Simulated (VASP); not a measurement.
# La (Im-3m) in VASP: notebook

One crystal, La, is run at these levels: PBEsol, LDA, LDA+U; tasks: single point, relaxation of the atoms, relaxation of cell and atoms.

All numbers are computed with VASP 6.6.1; they aren't measurements. Logs are shortened: lines on timing, memory, paths and dates and some standing lists are left out, and cuts for length are marked.

## 1. Starting point

Symmetry: Im-3m, No. 229, cubic system. The conventional cell has a = 4.248 Å, b = 4.248 Å, c = 4.248 Å, α = 90.00°, β = 90.00°, γ = 90.00°. La (site symmetry m-3m) has 8 La at 3.68 Å as nearest neighbours.

This isn't the form of La at room conditions, which is double hcp.

## 2. Single point, PBEsol

Contents of INCAR:

```
SYSTEM = La
  PREC = Accurate
  ENCUT = 550
  EDIFF = 1E-6
  ISMEAR = 0
  SIGMA = 0.05
  LREAL = .FALSE.
  LASPH = .TRUE.
  NELM = 60
  ALGO = Fast
  ISIF = 2
  LWAVE = .FALSE.
  LCHARG = .FALSE.
  GGA = PS
  NBANDS = 12
```

Contents of KPOINTS:

```
regular mesh
0
G
  9 9 9
  0 0 0
```

Contents of POSCAR:

```
La
1.0
   -2.1238310710      2.1238310710      2.1238310710
    2.1238310710     -2.1238310710      2.1238310710
    2.1238310710      2.1238310710     -2.1238310710
La
1
Cartesian
    0.0000000000      0.0000000000      0.0000000000
```

Potentials or basis: VASP PAW PBE potentials, release 64 (La_GW).

Started as:

```sh
> cat potpaw_PBE.64/La_GW/POTCAR > POTCAR
> mpirun -np 1 vasp_std > vasp.out
```

OUTCAR:

```text
SYSTEM = La
   PREC = Accurate
   ENCUT = 550
   EDIFF = 1E-6
   ISMEAR = 0
   LREAL = .FALSE.
   LASPH = .TRUE.
   NELM = 60
   ISIF = 2
   GGA = PS

 ion  position               nearest neighbor table
   1  0.000  0.000  0.000-

  LATTYP: Found a body centered cubic cell.
 ALAT       =     4.2476621420

  Lattice vectors:

 A1 = (  -2.1238310710,   2.1238310710,   2.1238310710)
 A2 = (   2.1238310710,  -2.1238310710,   2.1238310710)
 A3 = (   2.1238310710,   2.1238310710,  -2.1238310710)

Analysis of symmetry for initial positions (statically):
=====================================================================
 Subroutine PRICEL returns:
 Original cell was already a primitive cell.

 Routine SETGRP: Setting up the symmetry group for a
 body centered cubic supercell.

 Subroutine GETGRP returns: Found 48 space group operations
 (whereof 48 operations were pure point group operations)
 out of a pool of 48 trial point group operations.

The static configuration has the point symmetry O_h .

Analysis of symmetry for dynamics (positions and initial velocities):
=====================================================================
 Subroutine PRICEL returns:
 Original cell was already a primitive cell.

 Routine SETGRP: Setting up the symmetry group for a
 body centered cubic supercell.

 Subroutine GETGRP returns: Found 48 space group operations
 (whereof 48 operations were pure point group operations)
 out of a pool of 48 trial point group operations.

The dynamic configuration has the point symmetry O_h .

 Subroutine INISYM returns: Found 48 space group operations
 (whereof 48 operations are pure point group operations),
 and found     1 'primitive' translations

----------------------------------------------------------------------------------------

                                     Primitive cell

  volume of cell :      38.3195

  direct lattice vectors                    reciprocal lattice vectors
    -2.123831071  2.123831071  2.123831071     0.000000000  0.235423620  0.235423620
     2.123831071 -2.123831071  2.123831071     0.235423620  0.000000000  0.235423620
     2.123831071  2.123831071 -2.123831071     0.235423620  0.235423620  0.000000000

  length of vectors
     3.678583322  3.678583322  3.678583322     0.332939277  0.332939277  0.332939277

  position of ions in fractional coordinates (direct lattice)
     0.000000000  0.000000000  0.000000000

  ion indices of the primitive-cell ions
   primitive index   ion index
[... 82 lines left out ...]
   TEBEG  =    0.0;   TEEND  =   0.0 temperature during run
   PSTRESS=    0.0 pullay stress
   NELECT =      11.0000    total number of electrons
   NUPDOWN=      -1.0000    fix difference up-down
   EMIN   =  10.00;   EMAX   =-10.00  energy-range for DOS
   EFERMI =   0.00;   METHOD = LEGACY
   ISMEAR =     0;   SIGMA  =   0.05  broadening in eV -4-tet -1-fermi 0-gaus
   EFERMI_NEDOS =   21; number of points for ismear=-14 and -15
   IALGO  =     68    algorithm
   IMIX   =      4    mixing-type and parameters
     AMIX     =   0.40;   BMIX     =  1.00
     AMIX_MAG =   1.60;   BMIX_MAG =  1.00
  volume/ion in A,a.u.               =      38.32       258.59
  Fermi-wavevector in a.u.,A,eV,Ry     =   1.079939  2.040788 15.868033  1.166268
  Thomas-Fermi vector in A             =   2.215917
   LORBIT       =      0    0 simple, 1 ext, 2 COOP (PROOUT), +10 PAW based schemes
   GGA     = PS    functional components
   LHFCALC =     F    Hartree Fock is set to
   AEXX    =    0.0000 exact exchange contribution
   IVDW    =     0    specifies the selected vdW correction
   LEPSILON=     F    determine dielectric tensor
   LRPA    =     F    only Hartree local field effects (RPA)
 non-spin polarized calculation
 RMM-DIIS sequential band-by-band and
 Gauss-broadening in eV      SIGMA  =   0.05
  energy-cutoff  :      550.00
  volume of cell :       38.32
 maximum number of plane-waves:      1137
   NGX = 13   NGY = 13   NGZ = 13

 number of electron      10.9999999 magnetization

 Free energy of the ion-electron system (eV)
  ---------------------------------------------------
  ext. energy  EPLUGINS =         0.00000000
  ---------------------------------------------------
  free energy    TOTEN  =        -5.01608903 eV

  energy without entropy =       -5.00957173  energy(sigma->0) =       -5.01283038

 E-fermi :   8.0895     XC(G=0):  -9.7315

 val. band max:        8.0707875357   @ k =   0.3333   0.1111   0.0000
 cond. band min:       8.1069914666   @ k =   0.3333   0.2222   0.0000
 fundamental gap:      0.0362039309
 Fermi energy:         8.0895456442

 k-point     1 :       0.0000    0.0000    0.0000
  band No.  band energies     occupation
      1     -24.8155      2.00000
      2      -7.8011      2.00000
      3      -7.8011      2.00000
      4      -7.8011      2.00000
      5       4.8455      2.00000
      6       9.5178      0.00000
      7       9.5178      0.00000
      8       9.5468      0.00000
      9       9.5484      0.00000
     10       9.5484      0.00000
     11      10.2003      0.00000
     12      10.2016      0.00000
[... 331 lines left out ...]
 k-point    24 :      -0.4444   -0.4444    0.1111
  band No.  band energies     occupation
      1     -24.5990      2.00000
      2      -8.9395      2.00000
      3      -8.4015      2.00000
      4      -8.0063      2.00000
      5       7.0270      2.00000
      6       8.3246      0.00000
      7       8.6508      0.00000
      8       9.3742      0.00000
      9       9.7951      0.00000
     10       9.9719      0.00000
     11      10.1851      0.00000
     12      10.3179      0.00000

 [... further k-points ...]

------------------------ aborting loop because EDIFF is reached ----------------------------------------

  FORCE on cell =-STRESS in cart. coord.  units (eV):
  Direction    XX          YY          ZZ          XY          YZ          ZX
  --------------------------------------------------------------------------------------
  -------------------------------------------------------------------------------------
  Total       -0.6413637     -0.6413637     -0.6413637      0.0000000      0.0000000     -0.0000000
  in kB      -26.8160634    -26.8160634    -26.8160634      0.0000000      0.0000000     -0.0000000
  external PRESSURE =     -26.8160634 kB  Pullay stress =       0.0000000 kB

 VOLUME and BASIS-vectors are now :
 -----------------------------------------------------------------------------
  energy-cutoff  :      550.00
  volume of cell :       38.32
      direct lattice vectors                 reciprocal lattice vectors
    -2.123831071  2.123831071  2.123831071     0.000000000  0.235423620  0.235423620
     2.123831071 -2.123831071  2.123831071     0.235423620  0.000000000  0.235423620
     2.123831071  2.123831071 -2.123831071     0.235423620  0.235423620  0.000000000

 POSITION                                       TOTAL-FORCE (eV/Angst)
 -----------------------------------------------------------------------------------
      0.00000      0.00000      0.00000         0.000000      0.000000     -0.000000
 -----------------------------------------------------------------------------------
    total drift:                                0.000000      0.000000     -0.000000

  FREE ENERGIE OF THE ION-ELECTRON SYSTEM (eV)
  ---------------------------------------------------
  free  energy   TOTEN  =        -5.0160890266 eV

  energy  without entropy=       -5.0095717273  energy(sigma->0) =       -5.01283038
```

OSZICAR:

```text
N       E                     dE             d eps       ncg     rms          rms(c)
DAV:   1     0.827978675136E+02    0.82798E+02   -0.35944E+03   880   0.223E+03
DAV:   2     0.264804343394E+01   -0.80150E+02   -0.78070E+02  1364   0.303E+02
DAV:   3    -0.495821105875E+01   -0.76063E+01   -0.74447E+01  1528   0.186E+02
DAV:   4    -0.515838188474E+01   -0.20017E+00   -0.19923E+00  1596   0.142E+01
[... 14 lines left out ...]
RMM:  19    -0.501609138481E+01    0.75977E-06   -0.86693E-05  1329   0.851E-02    0.574E-02
RMM:  20    -0.501608921220E+01    0.21726E-05   -0.26261E-05  1280   0.653E-02    0.201E-02
RMM:  21    -0.501608743295E+01    0.17792E-05   -0.19477E-05  1254   0.665E-02    0.582E-03
RMM:  22    -0.501608867544E+01   -0.12425E-05   -0.14979E-05  1213   0.599E-02    0.252E-03
RMM:  23    -0.501608902659E+01   -0.35115E-06   -0.40085E-06  1177   0.626E-02
   1 F= -.50160890E+01 E0= -.50128304E+01  d E =-.651730E-02
```

Wall time 20 s (1 thread of AMD EPYC 9R45 (Zen 5), shared host); peak memory 0.14 GiB.

Results:

| Quantity | Value |
| --- | --- |
| Free energy | -5.0161 eV |
| Pressure | -2.7 GPa |
| Band gap on the k mesh | none (metal or under the smearing width) |

Levels at points of the mesh, in eV from the Fermi level:
```tsv
k point	band 1	band 2	band 3	band 4	band 5	band 6	band 7	band 8	band 9	band 10
(0.00, 0.00, 0.00)	-32.91	-15.89	-15.89	-15.89	-3.24	1.43	1.43	1.46	1.46	1.46
```

Caveat: the PAW data sets were made with another functional, which shifts forces and pressure a little.

## 3. Single point, PBEsol

Contents of run.py:

```python
from ase.calculators.vasp import Vasp
from ase.dft.bandgap import bandgap
from ase.io import read

atoms = read('La.cif', primitive_cell=True, subtrans_included=False)
calc = Vasp(
    directory='calc',
    xc='pbesol',
    pp='PBE',
    setups='gw',
    prec='Accurate',
    encut=550,
    ediff=1e-06,
    ismear=0,
    sigma=0.05,
    lreal=False,
    lasph=True,
    nelm=80,
    algo='Normal',
    isif=2,
    lwave=False,
    lcharg=False,
    kpts=[9, 9, 9],
    gamma=True,
    nbands=12,
)
atoms.calc = calc

print('energy (eV):', atoms.get_potential_energy())
print('free energy (eV):', atoms.get_potential_energy(force_consistent=True))
print('forces (eV/A):')
print(atoms.get_forces())
print('stress (eV/A^3, Voigt):', atoms.get_stress())
print('Fermi level (eV):', calc.get_fermi_level())
gap, top, bottom = bandgap(calc)
print('band gap (eV):', gap, 'from (spin, k, band)', top, 'to', bottom)
```

Contents of La.cif:

```cif
data_La
_cell_length_a 4.24766214
_cell_length_b 4.24766214
_cell_length_c 4.24766214
_cell_angle_alpha 90.00000000
_cell_angle_beta 90.00000000
_cell_angle_gamma 90.00000000
_space_group_name_H-M_alt 'Im-3m'
_space_group_name_Hall '-I 4 2 3'
_space_group_IT_number 229
loop_
_space_group_symop_operation_xyz
'x,y,z'
'-x,-y,-z'
'-y,x,z'
'y,-x,-z'
'-x,-y,z'
'x,y,-z'
'y,-x,z'
'-y,x,-z'
'x,-y,-z'
'-x,y,z'
'-y,-x,-z'
'y,x,z'
'-x,y,-z'
'x,-y,z'
'y,x,-z'
'-y,-x,z'
'z,x,y'
'-z,-x,-y'
'z,-y,x'
'-z,y,-x'
'z,-x,-y'
'-z,x,y'
'z,y,-x'
'-z,-y,x'
'-z,x,-y'
'z,-x,y'
'-z,-y,-x'
'z,y,x'
'-z,-x,y'
'z,x,-y'
'-z,y,x'
'z,-y,-x'
'y,z,x'
'-y,-z,-x'
'x,z,-y'
'-x,-z,y'
'-y,z,-x'
'y,-z,x'
'-x,z,y'
'x,-z,-y'
'-y,-z,x'
'y,z,-x'
'-x,-z,-y'
'x,z,y'
'y,-z,-x'
'-y,z,x'
'x,-z,y'
'-x,z,-y'
'x+1/2,y+1/2,z+1/2'
'-x+1/2,-y+1/2,-z+1/2'
'-y+1/2,x+1/2,z+1/2'
'y+1/2,-x+1/2,-z+1/2'
'-x+1/2,-y+1/2,z+1/2'
'x+1/2,y+1/2,-z+1/2'
'y+1/2,-x+1/2,z+1/2'
'-y+1/2,x+1/2,-z+1/2'
'x+1/2,-y+1/2,-z+1/2'
'-x+1/2,y+1/2,z+1/2'
'-y+1/2,-x+1/2,-z+1/2'
'y+1/2,x+1/2,z+1/2'
'-x+1/2,y+1/2,-z+1/2'
'x+1/2,-y+1/2,z+1/2'
'y+1/2,x+1/2,-z+1/2'
'-y+1/2,-x+1/2,z+1/2'
'z+1/2,x+1/2,y+1/2'
'-z+1/2,-x+1/2,-y+1/2'
'z+1/2,-y+1/2,x+1/2'
'-z+1/2,y+1/2,-x+1/2'
'z+1/2,-x+1/2,-y+1/2'
'-z+1/2,x+1/2,y+1/2'
'z+1/2,y+1/2,-x+1/2'
'-z+1/2,-y+1/2,x+1/2'
'-z+1/2,x+1/2,-y+1/2'
'z+1/2,-x+1/2,y+1/2'
'-z+1/2,-y+1/2,-x+1/2'
'z+1/2,y+1/2,x+1/2'
'-z+1/2,-x+1/2,y+1/2'
'z+1/2,x+1/2,-y+1/2'
'-z+1/2,y+1/2,x+1/2'
'z+1/2,-y+1/2,-x+1/2'
'y+1/2,z+1/2,x+1/2'
'-y+1/2,-z+1/2,-x+1/2'
'x+1/2,z+1/2,-y+1/2'
'-x+1/2,-z+1/2,y+1/2'
'-y+1/2,z+1/2,-x+1/2'
'y+1/2,-z+1/2,x+1/2'
'-x+1/2,z+1/2,y+1/2'
'x+1/2,-z+1/2,-y+1/2'
'-y+1/2,-z+1/2,x+1/2'
'y+1/2,z+1/2,-x+1/2'
'-x+1/2,-z+1/2,-y+1/2'
'x+1/2,z+1/2,y+1/2'
'y+1/2,-z+1/2,-x+1/2'
'-y+1/2,z+1/2,x+1/2'
'x+1/2,-z+1/2,y+1/2'
'-x+1/2,z+1/2,-y+1/2'
loop_
_atom_site_label
_atom_site_type_symbol
_atom_site_symmetry_multiplicity
_atom_site_Wyckoff_symbol
_atom_site_fract_x
_atom_site_fract_y
_atom_site_fract_z
_atom_site_occupancy
La1 La 2 a 0.0000000000 0.0000000000 0.0000000000 1
```

Potentials or basis: VASP PAW PBE potentials, release 64 (La_GW).

Started as:

```sh
> python run.py
```

Wall time 13 s (1 thread of AMD EPYC 9R45 (Zen 5), shared host); peak memory 0.14 GiB.

Results (log left out):

* Free energy: -5.0161 eV
* Pressure: -2.7 GPa
* Band gap on the k mesh: none (metal or under the smearing width)

Levels at points of the mesh, in eV from the Fermi level:
```tsv
k point	band 2	band 3	band 4	band 5	band 6	band 7	band 8	band 9
(0.00, 0.00, 0.00)	-15.89	-15.89	-15.89	-3.24	1.43	1.43	1.43	1.46
```

Caveat: the PAW data sets were made with another functional, which shifts forces and pressure a little.

[end of part 1 of 2]
